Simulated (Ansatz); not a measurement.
input.yaml

```yaml
crystal:
  lattice:
    - [5.2986530506, 0.0, 0.0]
    - [0.0, 5.0803349355, 0.0]
    - [0.0, 0.0, 5.109545678]
  atoms:
    - { symbol: Hf, position: [0.0325044438, 0.2670267595, 0.2410781169] }
    - { symbol: Hf, position: [0.4674955562, 0.2670267595, 0.7410781169] }
    - { symbol: Hf, position: [0.5325044438, 0.7329732405, 0.2410781169] }
    - { symbol: Hf, position: [0.9674955562, 0.7329732405, 0.7410781169] }
    - { symbol: O, position: [0.3670457372, 0.0700103559, 0.380766135] }
    - { symbol: O, position: [0.1329542628, 0.0700103559, 0.880766135] }
    - { symbol: O, position: [0.7321661108, 0.4611158023, 0.4911557481] }
    - { symbol: O, position: [0.7678338892, 0.4611158023, 0.9911557481] }
    - { symbol: O, position: [0.2678338892, 0.5388841977, 0.9911557481] }
    - { symbol: O, position: [0.2321661108, 0.5388841977, 0.4911557481] }
    - { symbol: O, position: [0.8670457372, 0.9299896441, 0.380766135] }
    - { symbol: O, position: [0.6329542628, 0.9299896441, 0.880766135] }
basis:
  ecutwfc: 500
kpoints:
  mp_grid: { grid: [6, 6, 6] }
hamiltonian:
  xc: r2scan
scf:
  occupations: { method: gaussian, width: 0.02 }
output:
  forces: true
  stress: true
  eigenvalues: true
relax:
  adjacent_minimum: "off"
  f_tol: 0.01
  max_steps: 30
  cell: { stress_tol: 0.1, fix: [volume] }
```

Run as
```bash
ansatz run input.yaml --threads 2 --pin off --max-ram 5120MiB --backend cpu --events-out ev --progress --plain --runs-dir out
```

These are results of DFT r2SCAN, scalar-relativistic, plane waves, PAW (Ansatz 0.2.0), not measurements.

From the run's log, abridged (final results; tables in files aren't shown):

```
SCF 7 converged in 4 iterations: F = -67505.411617 eV  dr2 = 1.02e-10
SCF converged after 4 iterations
Free energy (F): -67505.411617 eV
Harris-Foulkes:  -67505.411617 eV  (|F-HF|=8.73e-11)
Internal energy: -67505.411617 eV  (E = F + TS)
E sigma→0 (E₀):  -67505.411617 eV
Fermi energy:    16.439900 eV
--- Per-component energies (eV) ---
  E_band       = -80.292797
  E_kinetic    = 3090.776004
  E_local      = -23913.038354  (includes V_loc(G=0)·N_el)
  E_nonlocal   = -4610.479282
  E_hartree    = 10929.118842
  E_xc         = -1721.560558
  E_vxc        = -2018.041078  (∫ρ·V_xc dr)
  E_paw        = -29084.788241  (= ΣΔE_a)
  E_vpaw       = 5401.470747  (= ΣTr[D̂ρ^β])
  E_aug_tail   = 0.008002  (compensation charges beyond the density's cutoff)
  E_vtau       = 110.773261  (kinetic-family band-sum trace: ∫τ·v_τ [+ j·A + Jᵃ·Aᵃ] dr)
  E_ewald      = -22196.478590
  E_core_change = 1.030560  (= ΣΔE_core)
  E_smearing   =  0.000000  (= −TS)
--- Forces (eV/Å), atoms counted from 1 ---
  atom   1  Hf     0.00008723    -0.00054646     0.00001106
  atom   2  Hf    -0.00008723    -0.00054646     0.00001106
  atom   3  Hf     0.00008723     0.00054646     0.00001106
  atom   4  Hf    -0.00008723     0.00054646     0.00001106
  atom   5  O     -0.00008014     0.00004640    -0.00009908
  atom   6  O      0.00008014     0.00004640    -0.00009908
  atom   7  O      0.00013820     0.00001431     0.00008773
  atom   8  O     -0.00013820     0.00001431     0.00008773
  atom   9  O     -0.00013820    -0.00001431     0.00008773
  atom  10  O      0.00013820    -0.00001431     0.00008773
  atom  11  O     -0.00008014    -0.00004640    -0.00009908
  atom  12  O      0.00008014    -0.00004640    -0.00009908
--- Stress (GPa, compression-positive) ---
       -5.904804       0.000000       0.000000
        0.000000      -5.911744       0.000000
        0.000000       0.000000      -5.905943
  P = ⅓ Tr σ = -5.9075 GPa (-59.075 kbar)
--- Band table (eV; the first three rows and the last of 64) ---
  k-point 0: bands = ["-48.1162", "-48.0991", "-48.0991", "-48.0972", "-16.4549", "-16.4275", "-16.4249", "-16.1931", "-16.1559", "-16.1172", "-16.1135", "-16.1093", "-16.1077", "-16.0070", "-16.0017", "-16.0007", "-5.0339", "-3.7042", "-3.5662", "-3.5077", "-3.0871", "-3.0520", "-2.9470", "-2.9079", "3.5075", "3.5138", "3.5184", "3.5214", "3.5260", "3.5288", "3.5288", "3.5309", "3.5317", "3.5370", "3.5381", "3.5414", "3.5426", "3.5437", "3.5473", "3.5491", "3.5498", "3.5522", "3.5523", "3.5550", "3.5602", "3.5697", "3.5699", "3.5722", "3.5889", "3.5960", "3.5999", "3.6684", "8.5536", "8.6214", "8.8045", "9.3652", "9.5526", "9.5840", "10.8165", "10.8681", "10.9620", "10.9874", "11.4237", "11 ...
  k-point 1: bands = ["-48.1149", "-48.0991", "-48.0991", "-48.0985", "-16.4297", "-16.4145", "-16.4077", "-16.2184", "-16.1486", "-16.1278", "-16.1268", "-16.1136", "-16.0862", "-16.0260", "-16.0136", "-16.0092", "-4.9231", "-3.6953", "-3.5907", "-3.5272", "-3.1581", "-3.0374", "-2.9436", "-2.9387", "3.5070", "3.5157", "3.5161", "3.5209", "3.5268", "3.5277", "3.5293", "3.5308", "3.5343", "3.5360", "3.5368", "3.5403", "3.5422", "3.5435", "3.5476", "3.5493", "3.5497", "3.5534", "3.5548", "3.5591", "3.5615", "3.5689", "3.5690", "3.5701", "3.5864", "3.5974", "3.5983", "3.6607", "8.6847", "8.7111", "8.8556", "9.4153", "9.6332", "9.8603", "10.6301", "10.6565", "10.8577", "11.0541", "11.2346", "11 ...
  k-point 2: bands = ["-48.1114", "-48.1020", "-48.0991", "-48.0991", "-16.3838", "-16.3612", "-16.3544", "-16.2751", "-16.1816", "-16.1455", "-16.1314", "-16.1186", "-16.0690", "-16.0595", "-16.0301", "-16.0291", "-4.6179", "-3.7925", "-3.6685", "-3.5738", "-3.2083", "-3.0221", "-3.0018", "-2.9447", "3.5067", "3.5113", "3.5198", "3.5199", "3.5244", "3.5251", "3.5280", "3.5316", "3.5368", "3.5379", "3.5402", "3.5407", "3.5431", "3.5448", "3.5473", "3.5485", "3.5530", "3.5539", "3.5568", "3.5589", "3.5665", "3.5666", "3.5666", "3.5692", "3.5849", "3.5942", "3.6021", "3.6402", "8.7279", "9.0105", "9.4801", "9.4902", "9.8064", "10.1957", "10.2523", "10.3243", "10.5532", "11.0142", "11.2487", "1 ...
  k-point 63: bands = ["-48.1029", "-48.1029", "-48.1029", "-48.1029", "-16.4260", "-16.4260", "-16.4260", "-16.4260", "-16.0689", "-16.0689", "-16.0689", "-16.0689", "-16.0386", "-16.0386", "-16.0386", "-16.0386", "-3.9911", "-3.9911", "-3.9911", "-3.9911", "-2.9813", "-2.9813", "-2.9813", "-2.9813", "3.5159", "3.5159", "3.5159", "3.5159", "3.5284", "3.5284", "3.5284", "3.5284", "3.5387", "3.5387", "3.5387", "3.5387", "3.5427", "3.5427", "3.5427", "3.5427", "3.5561", "3.5561", "3.5561", "3.5561", "3.5710", "3.5710", "3.5710", "3.5710", "3.5928", "3.5928", "3.5928", "3.5928", "9.7783", "9.7783", "9.7783", "9.7783", "10.1336", "10.1336", "10.1336", "10.1336", "11.1710", "11.1710", "11.1710",  ...
--- Relaxed structure (6 steps of the walk, 6 accepted, 1 SCFs on fresh bases) ---
  F+E_penalty+E_count = -67505.41161706 eV   max|allowed force component| = 5.465e-4 eV/Å   (the final SCF, on the basis selected at the relaxed cell)
  cell:  # Å, volume = 137.5435 Å³
    - [5.31009488, 0.0, 0.0]
    - [0.0, 5.07083243, 0.0]
    - [0.0, 0.0, 5.10809038]
  atoms:
    - { symbol: Hf, position: [0.03282013, 0.26547416, 0.23763126] }
    - { symbol: Hf, position: [0.46717986, 0.26547416, 0.73763126] }
    - { symbol: Hf, position: [0.53282013, 0.73452583, 0.23763126] }
    - { symbol: Hf, position: [0.96717986, 0.73452583, 0.73763126] }
    - { symbol: O, position: [0.36362439, 0.06417938, 0.38551209] }
    - { symbol: O, position: [0.13637560, 0.06417938, 0.88551209] }
    - { symbol: O, position: [0.72441658, 0.46639867, 0.48985664] }
    - { symbol: O, position: [0.77558341, 0.46639867, 0.98985664] }
    - { symbol: O, position: [0.27558341, 0.53360132, 0.98985664] }
    - { symbol: O, position: [0.22441658, 0.53360132, 0.48985664] }
    - { symbol: O, position: [0.86362439, 0.93582061, 0.38551209] }
    - { symbol: O, position: [0.63637560, 0.93582061, 0.88551209] }
```

The relaxation met its thresholds.

It took 3.5 min on 2 threads of AMD EPYC 9R45 96-Core Processor (Zen 5), on a shared host, peak memory 1.2 GiB.

Spin–orbit coupling is left out, which can shift energies with elements as heavy as these.